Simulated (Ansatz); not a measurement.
# InGaP2 (quasi-random alloy, started on the GaP lattice) (Cm): band gap by G0W0 on LDA, part 2 of 2

Wanted: the gap of InGaP2 (quasi-random alloy, started on the GaP lattice) (Cm) with a many-body correction, and the time that it takes.

Ansatz 0.2.0; LDA, then G0W0 on it, plane waves, PAW. Known limits of the many-body steps: finite bands, screening cutoff and k mesh; no spin-orbit coupling in G0W0; d shells not analysed; screening cutoff under 40 eV in some runs.

So far. Step 2 (Bands along the symmetry lines): Over mesh and path the gap is 1.039 eV, in a supercell, where edges may be folded.

**3. G0W0 on the 2×2×2 mesh**

G0W0 replaces the xc potential by a self-energy built once from the orbitals of the start. Levels are corrected in the window of bands that the input names, at points of the mesh.

This step: G0W0 on LDA, plane waves, PAW.

input.yaml

```yaml
crystal:
  lattice:
    - [-5.6130549752, 5.5981822514, -5.6056182836]
    - [5.6204910074, 5.6047403654, 5.6047403654]
    - [5.605618943, -5.5973043332, -5.5973043332]
  atoms:
    - { symbol: Ga, position: [-0.0054710666, 0.0050227877, 8.50269e-05] }
    - { symbol: In, position: [0.2458043675, 0.4952552185, 0.2501953348] }
    - { symbol: Ga, position: [0.5092778129, 0.0043551591, 0.5033087582] }
    - { symbol: In, position: [0.75, 0.4966655556, 0.7459169999] }
    - { symbol: Ga, position: [0.75, 0.2420180481, -0.0008851721] }
    - { symbol: In, position: [0.0006639324, 0.7506134786, 0.2506265471] }
    - { symbol: In, position: [0.2471090947, 0.2511115856, 0.4965537727] }
    - { symbol: Ga, position: [0.5054710666, 0.7604938542, 0.7555560934] }
    - { symbol: In, position: [0.4993360676, 0.4999495462, -3.73853e-05] }
    - { symbol: Ga, position: [0.75, 0.008398524, 0.2486233767] }
    - { symbol: Ga, position: [-0.0029545355, 0.4915567649, 0.4965528288] }
    - { symbol: In, position: [0.2541956325, -0.000549149, 0.7543909672] }
    - { symbol: In, position: [0.2528909053, 0.7540024909, -0.000555322] }
    - { symbol: Ga, position: [0.5029545355, 0.2445113004, 0.2495073643] }
    - { symbol: In, position: [0.75, 0.75398478, 0.5036522801] }
    - { symbol: Ga, position: [-0.0092778129, 0.2450773462, 0.7440309453] }
    - { symbol: P, position: [-0.0135417499, 0.2398138465, -0.0137373304] }
    - { symbol: P, position: [0.267091908, 0.763310225, 0.2642839554] }
    - { symbol: P, position: [0.4978851478, 0.2363452156, 0.4870373358] }
    - { symbol: P, position: [0.75, 0.7608414975, 0.7633076063] }
    - { symbol: P, position: [0.75, 0.4816554363, -0.0023003626] }
    - { symbol: P, position: [-0.0152269076, 0.0009812383, 0.2374682674] }
    - { symbol: P, position: [0.254044227, 0.517224154, 0.5175332384] }
    - { symbol: P, position: [0.5135417499, 0.0033555964, 0.7498044195] }
    - { symbol: P, position: [0.5152269076, 0.7662081459, 0.0026951749] }
    - { symbol: P, position: [0.75, 0.2494365846, 0.2467203998] }
    - { symbol: P, position: [-0.0001721603, 0.7352307995, 0.5030468265] }
    - { symbol: P, position: [0.232908092, 0.246218317, 0.7471920473] }
    - { symbol: P, position: [0.245955773, 0.0131799271, 0.0134890115] }
    - { symbol: P, position: [0.5001721603, 0.4854029597, 0.2532189867] }
    - { symbol: P, position: [0.75, 0.0098686977, 0.4935658198] }
    - { symbol: P, position: [0.0021148522, 0.4884600678, 0.739152188] }
kpoints:
  mp_grid: { grid: [2, 2, 2] }
hamiltonian:
  xc: lda
scf:
  occupations: { method: fixed }
gw:
  n_empty_bands: 936
  ecut_chi: 70.0
  qp_bands: [v4, c4]
  qp_kpoints: band_edges
  screening: { model: contour_deformation }
```

On the command line:

```sh
$ ansatz run input.yaml --threads 2 --pin off --max-ram 92160MiB --backend cuda --events-out ev --progress --plain --runs-dir out --devices 1 --max-vram 13GiB  # rebuilt from the run's record
```

Numbers of over 12 decimals in the logs are rounded to 6 here.

Log:

```text
GPUs: using 1 of 1 available (devices: 1).
[...]
GPU FFT provider: cuFFT
GPU libraries: cuBLAS 13.8.2, cuFFT 12.4.0, cuSOLVER 12.3.4
Crystal: 32 atoms, lattice volume = 704.469 Å³
Basis set: ecut = 420 eV, 13811 PW (Γ)
Bands: 176, of which v1, the nominal top of the filled ones, is band 144 counted from 1 (143 counted from 0)
Symmetry: 2 space group operations
[...]
k-points: 6 of 8
[...]
GPU buffer pool allocated for 373248 grid points (all kernels)
[...]
SCF iter   1: F=—  HF=-84938.030962 eV  |F-HF|=—  |Δ(HF+E_count)|=         —  Δρ=7.52e-3  dr2=3.70e-1  ethr=1.77e-3  ⟨swp⟩=6.0  Hψ=3813  notcnv=0  defer=173
[...]
SCF iter   8: F=-84937.890008 eV  HF=-84937.890008 eV  |F-HF|=5.33e-8  |Δ(HF+E_count)|=   3.91e-8  Δρ=2.27e-6  dr2=4.16e-8  ethr=3.47e-11  ⟨swp⟩=13.7  Hψ=5834  notcnv=0
SCF 1 converged in 8 iterations: F = -84937.890008 eV  dr2 = 4.16e-8
[...]
NSCF: frozen V_eff on 6 k-points
the band table was solved once the SCF had ended and its energy, with any forces and stress, was formed, with the checks that follow a solve (3955 applications of the Hamiltonian). They found nothing against the state; the energy, forces and stress were not computed again (output.eigenvalues in the input reference)
[...]
G₀W₀ screening: q 1/6
[... further progress lines ...]
[...]
SCF converged after 8 iterations
Free energy (F): -84937.890008 eV
[...]
Internal energy: -84937.890008 eV  (E = F + TS)
E sigma→0 (E₀):  -84937.890008 eV
Fermi energy:    7.210271 eV
[...]
--- Band table (eV; the first three rows and the last of 6) ---
  k-point 0: bands = [... 140 lower, 6.3115, 7.1449, 7.2065, 7.2103, 8.2478, 8.6331, 8.6517, 8.6774, ... 28 higher]
  k-point 1: bands = [... 140 lower, 6.0480, 6.1081, 6.8997, 6.9123, 9.2318, 9.2380, 9.4700, 9.4898, ... 28 higher]
  k-point 2: bands = [... 140 lower, 6.0321, 6.0443, 6.8127, 7.0352, 9.0365, 9.4237, 9.5621, 9.6036, ... 28 higher]
  k-point 5: bands = [... 140 lower, 6.1590, 6.1963, 6.3074, 6.3506, 8.4085, 8.4783, 8.6673, 8.7196, ... 28 higher]
--- G₀W₀: contour deformation, 6 samples at zero and on the imaginary axis and 1 off it, 8 q-points, 936 empty bands' worth ---
  eigenvalues of the whole cell's RPA ε∞ on this k-mesh (on a slab, of 1 + 4πα/V) = 15.1273, 15.8101, 15.8301; static W/v taken at q = 0 is 0.064161
  gw.qp_kpoints: band_edges: 6 of 6 stored k-points solved, in 1 pass; an edge of the gap read off the rows below is read off those points alone
    ik  band        ε_KS         Σx   Σc(E_QP)       V_xc       Z   E_QP_lin       E_QP  E_QP is
     0   141      6.3115   -16.3272     1.6740   -14.5597  0.7460     6.2178     6.2180  root
     0   142      7.1449   -16.8553     1.3645   -15.4392  0.7510     7.0933     7.0933  root
     0   143      7.2065   -17.0198     1.3986   -15.5717  0.7507     7.1569     7.1570  root
     0   144      7.2103   -16.9910     1.3961   -15.5455  0.7506     7.1608     7.1609  root
     0   145      8.2478   -10.4798    -3.7833   -15.0206  0.7662     9.0345     9.0052  root
     0   146      8.6331    -7.0373    -3.6609   -11.0436  0.7774     8.9822     8.9785  root
     0   147      8.6517    -7.0178    -3.6678   -11.0299  0.7774     8.9997     8.9960  root
     0   148      8.6774    -7.2214    -3.6304   -11.2024  0.7765     9.0318     9.0280  root
     1   141      6.0480   -16.1215     1.7341   -14.2774  0.7442     5.9377     5.9380  root
     1   142      6.1081   -16.0722     1.6893   -14.2786  0.7451     6.0035     6.0038  root
     1   143      6.8997   -16.8401     1.4756   -15.3034  0.7495     6.8385     6.8386  root
     1   144      6.9123   -16.8499     1.4727   -15.3175  0.7497     6.8524     6.8525  root
     1   145      9.2318    -7.5680    -3.8308   -11.8511  0.7717     9.6911     9.6840  root
     1   146      9.2380    -7.5721    -3.8292   -11.8565  0.7716     9.7005     9.6932  root
     1   147      9.4700    -9.0307    -3.8466   -13.4721  0.7621    10.0793    10.0649  root
     1   148      9.4898    -9.1366    -3.8419   -13.5824  0.7619    10.1088    10.0938  root
     2   141      6.0321   -15.9462     1.6450   -14.1988  0.7454     5.9294     5.9297  root
     2   142      6.0443   -15.9811     1.6828   -14.1929  0.7449     5.9386     5.9389  root
     2   143      6.8127   -16.8479     1.5012   -15.2743  0.7494     6.7402     6.7403  root
     2   144      7.0352   -16.8371     1.4486   -15.3392  0.7497     6.9858     6.9859  root
     2   145      9.0365    -7.5485    -3.8152   -11.8168  0.7708     9.4966     9.4895  root
     2   146      9.4237    -8.2079    -3.8981   -12.6482  0.7670     9.9771     9.9658  root
     2   147      9.5621    -8.9396    -3.8744   -13.4021  0.7630    10.1643    10.1502  root
     2   148      9.6036    -9.0996    -3.8811   -13.5826  0.7627    10.2205    10.2055  root
     3   141      6.0172   -15.9822     1.6572   -14.2196  0.7453     5.9116     5.9119  root
     3   142      6.1891   -16.1757     1.7372   -14.3316  0.7442     6.0820     6.0823  root
     3   143      6.8762   -16.8386     1.4895   -15.2824  0.7494     6.8094     6.8096  root
     3   144      6.9907   -16.8519     1.4599   -15.3387  0.7497     6.9374     6.9375  root
     3   145      8.9806    -7.8498    -3.8131   -12.1576  0.7681     9.4841     9.4753  root
     3   146      9.3703    -7.8801    -3.8219   -12.1935  0.7700     9.8705     9.8618  root
     3   147      9.4651    -8.8422    -3.8577   -13.2722  0.7642    10.0503    10.0374  root
     3   148      9.4817    -9.1809    -3.8350   -13.6272  0.7617    10.1086    10.0931  root
     4   141      6.0326   -16.1831     1.7648   -14.3045  0.7438     5.9185     5.9189  root
     4   142      6.1014   -16.0726     1.6958   -14.2707  0.7449     5.9950     5.9954  root
     4   143      6.8301   -16.8582     1.4971   -15.2913  0.7495     6.7602     6.7604  root
     4   144      7.0299   -16.8341     1.4579   -15.3249  0.7495     6.9785     6.9786  root
     4   145      9.0796    -7.6463    -3.8107   -11.9205  0.7706     9.5507     9.5432  root
     4   146      9.2814    -7.9271    -3.8582   -12.2890  0.7688     9.7943     9.7851  root
     4   147      9.3021    -9.1102    -3.7905   -13.5032  0.7609     9.9194     9.9046  root
     4   148      9.6097    -9.1622    -3.8968   -13.6770  0.7626    10.2437    10.2276  root
     5   141      6.1590   -16.3712     1.7351   -14.5281  0.7449     6.0507     6.0510  root
     5   142      6.1963   -16.3800     1.7357   -14.5444  0.7449     6.0961     6.0963  root
     5   143      6.3074   -16.4311     1.7093   -14.6266  0.7454     6.2119     6.2122  root
     5   144      6.3506   -16.4028     1.7053   -14.6032  0.7453     6.2561     6.2564  root
     5   145      8.4085    -9.1412    -3.6781   -13.4507  0.7690     9.0562     9.0399  root
     5   146      8.4783    -9.2435    -3.6965   -13.5818  0.7695     9.1372     9.1200  root
     5   147      8.6673    -9.1320    -3.7623   -13.5194  0.7699     9.3084     9.2924  root
     5   148      8.7196    -9.2398    -3.7841   -13.6592  0.7699     9.3716     9.3549  root
```

Wall time 59 s (1 × NVIDIA H100 80GB HBM3 (shared by 6 runs) with 2 threads of AMD EPYC 7R13 (Zen 3), shared host); peak memory 3.9 GiB.

This step gave:

| Quantity | Value |
| --- | --- |
| bands summed | 1080 |
| RPA ε∞ on this mesh (eigenvalues) | 15.13, 15.81, 15.83 |
| plane waves in the screening matrix | 959 |
| q-points in the mesh | 8 |
| G0W0 gap over the corrected points | 1.818 eV |
| k of the valence top | 0, 0, 0 |
| k of the conduction bottom | 0, 0, 0 |
| starting gap on the mesh | 1.038 eV |
| Z at the valence top | 0.7506 |
| Z at the conduction bottom | 0.7774 |
| least direct G0W0 gap over the corrected points | 1.818 eV |

Over all 6 irreducible mesh points the G0W0 gap is 1.818 eV, in a supercell, where edges may be folded. The LDA gap of this run on the mesh is 1.038 eV. Other states bound it: the two that bound the G0W0 gap lie 1.423 eV apart in LDA, so state for state the correction is 1.818 − 1.423 = +0.395 eV, while gap against gap it is 1.818 − 1.038 = +0.780 eV. The start of this run differs from the step before in mesh (4×4×4 and 2×2×2).

Labels follow the order of the start: v1 is the top filled band, c1 the lowest empty one; levels that stay degenerate share a row, the window can cut a multiplet, doubted levels are not marked in this list, bands outside the window were not corrected, and the list may be a part of the corrected levels. The levels before and after the correction (eV, zero at the valence-band top of each column):

|  | conduction bottom | valence top |
| --- | --- | --- |
| Kohn-Sham | 1.04 | 0.00 |
| G0W0 | 1.82 | 0.00 |

|  | level | occupation | energy (eV) |
| --- | --- | --- | --- |
| Kohn-Sham | Γ v4 | 2 | -0.899 |
| Kohn-Sham | Γ v3 | 2 | -0.065 |
| Kohn-Sham | Γ v2-v1 | 2 | -0.004 |
| Kohn-Sham | Γ c1 | 0 | 1.038 |
| Kohn-Sham | Γ c2 | 0 | 1.423 |
| Kohn-Sham | Γ c3 | 0 | 1.441 |
| Kohn-Sham | Γ c4 | 0 | 1.467 |
| G0W0 | Γ v4 | 2 | -0.943 |
| G0W0 | Γ v3 | 2 | -0.068 |
| G0W0 | Γ v2-v1 | 2 | -0.004 |
| G0W0 | Γ c1 | 0 | 1.844 |
| G0W0 | Γ c2 | 0 | 1.818 |
| G0W0 | Γ c3 | 0 | 1.835 |
| G0W0 | Γ c4 | 0 | 1.867 |

The parts of the quasiparticle energy for the two states that bound the G0W0 gap, in eV on the run's own scale (QP = start + Σx + Σc − Vxc, with Σc at the quasiparticle energy):

| edge | k | band | start | Σx | Σc | Vxc | Z | QP |
| --- | --- | --- | --- | --- | --- | --- | --- | --- |
| valence top | Γ | 144 | 7.210 | −16.991 | 1.396 | −15.546 | 0.751 | 7.161 |
| conduction bottom | Γ | 146 | 8.633 | −7.037 | −3.661 | −11.044 | 0.777 | 8.979 |

**4. Spin-orbit coupling in LDA**

This run has two-component orbitals with spin-orbit coupling.

This step: DFT, LDA with spin-orbit coupling, plane waves, PAW.

Edit input.yaml of step 3 so:

```diff
@@ -39,3 +39,11 @@
 kpoints:
-  mp_grid: { grid: [2, 2, 2] }
+  mp_grid: { grid: [4, 4, 4] }
+  band_path:
+    path:
+      - [0.0, 0.0, 0.0]
+      - [0.5, 0.0, 0.0]
+      - [0.0, 0.5, 0.0]
+      - [0.0, 0.0, 0.5]
+      - [0.5, 0.5, 0.5]
+    npoints: 1
 hamiltonian:
@@ -43,8 +51,12 @@
 scf:
-  occupations: { method: fixed }
-gw:
-  n_empty_bands: 936
-  ecut_chi: 70.0
-  qp_bands: [v4, c4]
-  qp_kpoints: band_edges
-  screening: { model: contour_deformation }
+  occupations: { method: fermi_dirac, width: 0.02 }
+  n_extra_bands: 28
+magnetization:
+  noncollinear: true
+  spin_orbit: true
+output:
+  eigenvalues: true
+  write_density: true
+  write_potential: true
+  elf: true
+  volumetric_format: npy
```

Log:

```text
[...]
GPUs: using 1 of 1 available (devices: 1).
[...]
non-collinear run that drives no moment, with spin-orbit: no starting moment large enough to seed its density (crystal.atoms[].spin), no starting occupations that ask for one, no magnetisation constraint and no magnetic field, so the semilocal B_xc is pinned to zero
[...]
GPU FFT provider: cuFFT
GPU libraries: cuBLAS 13.8.2, cuFFT 12.4.0, cuSOLVER 12.3.4
Crystal: 32 atoms, lattice volume = 704.469 Å³
Basis set: ecut = 420 eV, 13811 PW (Γ)
Bands: 316, of which v1, the nominal top of the filled ones, is band 288 counted from 1 (287 counted from 0)
Symmetry: 2 space group operations + 2 with time reversal
[...]
k-points: 24 of 64 (time reversal used)
Projection manifold: j_resolved (fully-relativistic pseudo-atomic orbitals)
[...]
GPU buffer pool allocated for 373248 grid points (all kernels)
[...]
SCF iter   1: F=—  HF=-84957.172445 eV  |F-HF|=—  |Δ(HF+E_count)|=         —  Δρ=3.71e-2  dr2=1.16e1  dr2_m=0.00e0 (ungated)  ethr=3.10e-3  |M|=0.00e0 ∫|m|=0.00e0 μB  |m|>n=0.0e0 m-floor=0.0e0 τ_xc=0.0e0  β_m=0.30  ⟨swp⟩=11.2  Hψ=45633  notcnv=0  defer=47
[...]
spin=Noncollinear: Resta preconditioning applied to the charge; magnetization (m_x, m_y, m_z) channels mix plain (no charge-response kernel on spin).
SCF iter   2: F=—  HF=-84955.023126 eV  |F-HF|=—  |Δ(HF+E_count)|=    2.15e0  Δρ=2.67e-2  dr2=5.44e0  dr2_m=0.00e0 (ungated)  ethr=3.10e-3  |M|=0.00e0 ∫|m|=0.00e0 μB  |m|>n=0.0e0 m-floor=0.0e0 τ_xc=0.0e0  β_m=0.60  ⟨swp⟩=2.0  Hψ=7936  notcnv=0  defer=512
[...]
SCF iter  10: F=-84953.381123 eV  HF=-84953.381123 eV  |F-HF|=1.96e-9  |Δ(HF+E_count)|=   5.90e-8  Δρ=1.38e-6  dr2=1.68e-8  dr2_m=0.00e0 (ungated)  ethr=3.47e-11  |M|=0.00e0 ∫|m|=0.00e0 μB  |m|>n=0.0e0 m-floor=0.0e0 τ_xc=0.0e0  ⟨swp⟩=3.0  Hψ=21324  notcnv=0
SCF 1 converged in 10 iterations: F = -84953.381123 eV  dr2 = 1.68e-8
[...]
SCF converged after 10 iterations
Magnetization: |M| = 0.0000 μB,  M = (+0.0000, +0.0000, +0.0000) μB
Absolute magnetization: 0.0000 μB (∫|m|)
  site 0: m = (+0.0000, +0.0000, +0.0000) μB, |m| = 0.0000 μB  (R = 0.97 Å)
  site 1: m = (+0.0000, +0.0000, +0.0000) μB, |m| = 0.0000 μB  (R = 1.03 Å)
  site 2: m = (+0.0000, +0.0000, +0.0000) μB, |m| = 0.0000 μB  (R = 0.96 Å)
  site 3: m = (+0.0000, +0.0000, +0.0000) μB, |m| = 0.0000 μB  (R = 1.03 Å)
  site 4: m = (+0.0000, +0.0000, +0.0000) μB, |m| = 0.0000 μB  (R = 0.96 Å)
  site 5: m = (+0.0000, +0.0000, +0.0000) μB, |m| = 0.0000 μB  (R = 1.03 Å)
  site 6: m = (+0.0000, +0.0000, +0.0000) μB, |m| = 0.0000 μB  (R = 1.03 Å)
  site 7: m = (+0.0000, +0.0000, +0.0000) μB, |m| = 0.0000 μB  (R = 0.97 Å)
[...]
site 28: m = (+0.0000, +0.0000, +0.0000) μB, |m| = 0.0000 μB  (R = 0.97 Å)
  site 29: m = (+0.0000, +0.0000, +0.0000) μB, |m| = 0.0000 μB  (R = 0.96 Å)
  site 30: m = (+0.0000, +0.0000, +0.0000) μB, |m| = 0.0000 μB  (R = 0.97 Å)
  site 31: m = (+0.0000, +0.0000, +0.0000) μB, |m| = 0.0000 μB  (R = 0.97 Å)
Free energy (F): -84953.381123 eV
[...]
Internal energy: -84953.381123 eV  (E = F + TS)
E sigma→0 (E₀):  -84953.381123 eV
Fermi energy:    7.745445 eV
[...]
--- Band table (eV; the first three rows and the last of 24) ---
  k-point 0: bands = [... 284 lower, 7.2063, 7.2063, 7.2381, 7.2381, 8.2477, 8.2477, 8.6274, 8.6274, ... 24 higher]
  k-point 1: bands = [... 284 lower, 6.8155, 6.8721, 7.1046, 7.1157, 8.8981, 8.9074, 8.9366, 8.9468, ... 24 higher]
  k-point 2: bands = [... 284 lower, 6.8945, 6.8945, 6.9110, 6.9110, 9.2275, 9.2275, 9.2397, 9.2397, ... 24 higher]
  k-point 23: bands = [... 284 lower, 6.3218, 6.3218, 6.3597, 6.3597, 8.4073, 8.4073, 8.4772, 8.4772, ... 24 higher]
```

It took 33 s on 1 × NVIDIA H100 80GB HBM3 (shared by 6 runs) with 2 threads; peak memory 5.1 GiB; 51 s of CPU time.

This step gave:

* gap: 1.010 eV
* valence top at: Γ
* conduction bottom at: Γ
* least direct gap: 1.010 eV

Over mesh and listed points the gap is 1.010 eV, in a supercell, where edges may be folded. LDA+SOC against LDA: 1.010 − 1.039 = −0.029 eV, with the same mesh, set of files (read in its fully relativistic form for the spin-orbit run) and cutoff, and both edges at the same k points. The spin-orbit run sees mesh and listed points alone, so its gap is an upper bound: the coupling can move an edge off these points, the more so as this crystal has no centre of inversion, and the change over the zone, its sign included where it is small, is not known.

**5. Side by side**

Each gap is the least one over the points named; times are wall times on shared hosts, not benchmarks. A G0W0 time includes the run's own self-consistent start. Runs with listed points see these and the mesh alone, so an edge that moves elsewhere is missed. Rows marked * are further runs, not shown as steps, whose inputs differ from the G0W0 step on the same start in the columns given; solver thresholds can differ too.

| level | mesh | files, cutoff | bands summed, screening | points | gap (eV) | valence top | conduction bottom | least direct gap (eV) | time |
| --- | --- | --- | --- | --- | --- | --- | --- | --- | --- |
| LDA | 4×4×4 | soft_2 PAW, 420 eV | - | mesh and path | 1.039 | Γ | Γ | 1.039 | 23 s |
| LDA+SOC | 4×4×4 | soft_2 PAW, 420 eV | - | mesh and listed points | 1.010 | Γ | Γ | 1.010 | 33 s |
| G0W0@LDA* | 2×2×2 | soft_2 PAW, 420 eV | 381, 28 eV | all 6 irreducible mesh points | 1.628 | Γ | Γ | 1.628 | 38 s |
| G0W0@LDA | 2×2×2 | soft_2 PAW, 420 eV | 1080, 70 eV | all 6 irreducible mesh points | 1.818 | Γ | Γ | 1.818 | 59 s |

**6. Outcome**

- LDA gap over mesh and path: 1.039 eV, in a supercell, where edges may be folded
- G0W0@LDA gap over all 6 irreducible mesh points: 1.818 eV, in a supercell, where edges may be folded
- LDA+SOC gap over mesh and listed points: 1.010 eV
- GW settings: 2×2×2 mesh, 936 empty bands, screening to 70 eV
- known limits: finite bands, screening cutoff and k mesh; no spin-orbit coupling in G0W0; d shells not analysed; screening cutoff under 40 eV in some runs

In words: Over all 6 irreducible mesh points the G0W0 gap is 1.818 eV, in a supercell, where edges may be folded. The LDA gap of this run on the mesh is 1.038 eV. Other states bound it: the two that bound the G0W0 gap lie 1.423 eV apart in LDA, so state for state the correction is 1.818 − 1.423 = +0.395 eV, while gap against gap it is 1.818 − 1.038 = +0.780 eV. The valence state moves by 7.161 − 7.210 = −0.049 eV and the conduction state by 8.979 − 8.633 = +0.346 eV, on the run's own scale; with 381 bands the edge states move by +0.494 and +0.700 eV, so the split between the edges depends on the bands and cutoff. No level off the mesh was corrected, so the G0W0 gap over the whole zone is not known from these runs. From 381 bands and 28 eV to 1080 bands and 70 eV the gap moves by 1.818 − 1.628 = +0.190 eV; bands and screening cutoff rise together, so their parts are not told apart. Two runs can't test a law of convergence, so the limit is not known. LDA+SOC against LDA: 1.010 − 1.039 = −0.029 eV, with the same mesh, set of files (read in its fully relativistic form for the spin-orbit run) and cutoff, and both edges at the same k points. The spin-orbit run sees mesh and listed points alone, so its gap is an upper bound: the coupling can move an edge off these points, the more so as this crystal has no centre of inversion, and the change over the zone, its sign included where it is small, is not known. What spin-orbit coupling does to the G0W0 levels was not computed, so no sum with the G0W0 gap is formed. The G0W0 runs are scalar-relativistic. One-shot GW is known to converge slowly in bands for compounds with shallow d shells. The cell holds Ga and In; the filling of the d shell and its place against the gap were not analysed here. No pair of G0W0 runs that differ in the mesh alone is shown (2×2×2 is a supercell whose nearest images lie 19 Å apart), so the error from the mesh is not known here. G0W0 is shown with one set of atomic data (soft_2 PAW), so the error from the files is not known here. A screening cutoff under 40 eV is crude: G0W0@LDA with 381 bands at 28 eV.

[Paths, hosts, dates, memory and timing lines, banners, echoed tables and standing remarks are left out of the program output.]

[Logs are printed without paths, hosts, clocks, repeated set-up lines and the standing remarks that a program may print on its own settings, such as how far it seeks lower states.]

[Runs of the session that timed out or met a known fault of the program may be left out.]

[Cells called generated may have been cut or substituted from an entry of the Crystallography Open Database or the Materials Project.]

[Hosts, paths, dates, database ids (printed as entryN), source tags and the programs' standing remarks are cut or masked in the printed files.]

[Where an RPA ε∞ is given, it is that of the G0W0 mesh and is not shown converged in it. Names of k-points follow the symmetry that the program found, which can be lower than the space group named. Band edges on a path are those of the sampled points; other points can move an edge, and change direct to indirect where valleys lie close.]

[Hybrid gaps are those of their k-mesh and are not shown converged in it.]
